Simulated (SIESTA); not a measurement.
# ZnS (Wurtzite-2H) (P6_3mc) in SIESTA: settings compared, part 2 of 2

SIESTA 5.4.2. The steps go on from the part before.

## Step 10: Optical spectrum, PBE

Input file ZnS.fdf:

```
SystemName                      ZnS
SystemLabel                     ZnS
NumberOfSpecies                 2
NumberOfAtoms                   4
%block ChemicalSpeciesLabel
  1  30 Zn
  2  16 S
%endblock ChemicalSpeciesLabel

LatticeConstant                 1.0 Ang
%block LatticeVectors
     3.8110000000     0.0000000000     0.0000000000
    -1.9055000000     3.3004228138     0.0000000000
     0.0000000000     0.0000000000     6.2340000000
%endblock LatticeVectors
AtomicCoordinatesFormat         Fractional
%block AtomicCoordinatesAndAtomicSpecies
     0.6666666667     0.3333333333     0.5000000000  1  Zn
     0.3333333333     0.6666666667     0.0000000000  1  Zn
     0.6666666667     0.3333333333     0.8850000000  2  S
     0.3333333333     0.6666666667     0.3850000000  2  S
%endblock AtomicCoordinatesAndAtomicSpecies

%block kgrid.MonkhorstPack
    6   0   0  0.0
    0   6   0  0.0
    0   0   4  0.0
%endblock kgrid.MonkhorstPack
XC.Functional                   GGA
XC.Authors                      PBE
PAO.BasisSize                   DZP
PAO.EnergyShift                 0.002 Ry
Mesh.Cutoff                     800 Ry
OccupationFunction              FD
ElectronicTemperature           0.05 eV
MaxSCFIterations                120
SCF.MustConverge                false
SCF.Mixer.Method                Pulay
SCF.Mixer.Weight                0.25
SCF.Mixer.History               8
SCF.DM.Tolerance                5.0e-05
SCF.H.Tolerance                 1.0e-03 eV
WriteForces                     true
Charge.Mulliken                 end
OpticalCalculation              true
Optical.Energy.Minimum          0.0 eV
Optical.Energy.Maximum          30 eV
Optical.Broaden                 0.2 eV
%block Optical.Mesh
  6 6 4
%endblock Optical.Mesh
Optical.OffsetMesh              true
Optical.PolarizationType        polarized
%block Optical.Vector
  1.0 0.0 0.0
%endblock Optical.Vector
```

Potentials or basis: PseudoDojo 0.4 standard (PBE files), DZP (energy shift 0.002 Ry).

Command:

```sh
siesta < ZnS.fdf > ZnS.out 2>&1
```

ZnS.out:

```text
Version         : 5.4.2

[... 6 lines left out ...]
 NOTE: Please see the manual for full details and compatibility measures.

reinit: Reading from standard input
reinit: Dumping input in INPUT_TMP.60108
************************** Dump of input data file ****************************
SystemName                      ZnS
SystemLabel                     ZnS
NumberOfSpecies                 2
NumberOfAtoms                   4
%block ChemicalSpeciesLabel
  1  30 Zn
  2  16 S
%endblock ChemicalSpeciesLabel
LatticeConstant                 1.0 Ang
%block LatticeVectors
     3.8110000000     0.0000000000     0.0000000000
    -1.9055000000     3.3004228138     0.0000000000
     0.0000000000     0.0000000000     6.2340000000
%endblock LatticeVectors
AtomicCoordinatesFormat         Fractional
%block AtomicCoordinatesAndAtomicSpecies
     0.6666666667     0.3333333333     0.5000000000  1  Zn
     0.3333333333     0.6666666667     0.0000000000  1  Zn
     0.6666666667     0.3333333333     0.8850000000  2  S
     0.3333333333     0.6666666667     0.3850000000  2  S
%endblock AtomicCoordinatesAndAtomicSpecies
%block kgrid.MonkhorstPack
    6   0   0  0.0
    0   6   0  0.0
    0   0   4  0.0
%endblock kgrid.MonkhorstPack
XC.Functional                   GGA
[... 734 lines left out ...]
              0.331   1.927   1.923   1.928   1.923   1.927   0.066   0.068

              0.069   0.068   0.066
   2 19.495   1.997   0.813  -0.265   2.002   2.002   2.002   0.331   0.317
              0.331   1.927   1.923   1.928   1.923   1.927   0.066   0.068

              0.069   0.068   0.066

Species: S
Atom  Qatom  Qorb
               3s      3s      3py     3pz     3px     3py     3pz     3px
               3Pdxy   3Pdyz   3Pdz2   3Pdxz   3Pdx2-y2
   3  6.505   1.708   0.051   1.519   1.588   1.519   0.011  -0.037   0.011
              0.029   0.023   0.032   0.023   0.029
   4  6.505   1.708   0.051   1.519   1.588   1.519   0.011  -0.037   0.011
              0.029   0.023   0.032   0.023   0.029

mulliken: Qtot =       52.000

Mulliken Atomic Populations:
Atom #   charge [q] valence [e]  Species
     1     0.505362   19.494638  Zn
     2     0.505362   19.494638  Zn
     3    -0.505362    6.505362  S
     4    -0.505362    6.505362  S
 Total    -0.000000

Optical: Performing optical calculation:

Optical: Polarization type       = polarized
Optical: Minimum of energy range =   0.0000 Ry
Optical: Maximum of energy range =   2.2050 Ry
Optical: Gaussian broadening     =   0.0147 Ry
Optical: Scissor operator        =   0.0000 Ry
Optical: Number of bands         =       64
Optical: Number of electrons     =       52
Optical: BZ mesh dimensions      =    6   6   4

Optical: electric field direction
Optical:      1.00000     0.00000     0.00000

Optical: Checking f-sum rule  0.264405
Optical: For insulators and closed shell systems
Optical: this number should be close to 1 if an enough
Optical: number of unoccupied bands have been included

Job completed
```

Wall time 48 s (1 thread of Intel Xeon Platinum 8488C (Sapphire Rapids), shared host); peak memory 0.49 GiB.

Results:

```yaml
Free_energy: -11977.6693 eV
Pressure: 4.1 GPa
Largest_force: 0.346 eV/Å
Band_gap_on_the_k_mesh: 2.86 eV, direct
```

Forces on the atoms (eV/Å):
```
Zn   0.000  0.000  0.346
Zn   0.000  0.000  0.346
S    0.000  0.000 -0.345
S    0.000  0.000 -0.345
```

Stress tensor (GPa, compression positive):
```
5.18 0.00 0.00
0.00 5.18 0.00
0.00 0.00 1.92
```

Dielectric function (mean over the directions given):
```csv
energy (eV),real part,imaginary part
0.30,4.95,0.00
0.90,5.01,0.00
1.60,5.19,0.00
2.30,5.52,0.00
3.00,6.15,0.00
3.60,7.23,1.12
4.30,7.67,1.51
5.00,10.20,4.75
5.70,9.80,9.19
6.40,6.14,11.16
7.00,0.16,9.49
7.70,-1.90,8.90
8.40,-2.25,4.15
9.10,-2.57,3.33
9.80,-1.50,3.07
10.40,-1.77,1.93
11.10,-1.31,1.72
11.80,-1.70,1.91
12.50,-0.94,0.96
13.20,-0.90,1.06
13.80,-0.74,0.75
14.50,-0.52,0.70
15.20,-0.40,0.44
15.90,-0.28,0.53
16.60,-0.20,0.34
17.20,-0.08,0.34
17.90,0.06,0.19
18.60,0.23,0.32
19.30,0.14,0.23
20.00,0.25,0.14
```

Caveat: the basis holds too few empty states to meet the f-sum rule, so the spectrum is short of weight at high energy; semicore shells carry a single zeta, which can move pressures by several GPa and volumes by a few percent; the valence orbitals were made in a potential fitted to the semicore shell under them, which widens gaps by tenths of an eV or more; spectra need much finer meshes, so this one isn't converged; independent-particle spectra lack excitons; the basis of atomic orbitals isn't converged, which shifts pressures, moduli and gaps.

## Step 11: How close it comes

Step 10. Against the measured gap of ZnS, 3.911 eV (direct; 4 K; a printed reference work, monograph), the calculated 2.86 eV is off by -1.05 eV. The value is that of PBE in an atomic basis (PseudoDojo 0.4 standard (PBE files), DZP (energy shift 0.002 Ry)), whose error adds to the functional's, on a finite k mesh, which can miss the band edges, without temperature or zero-point motion. Semilocal functionals fall short of measured gaps as a rule.
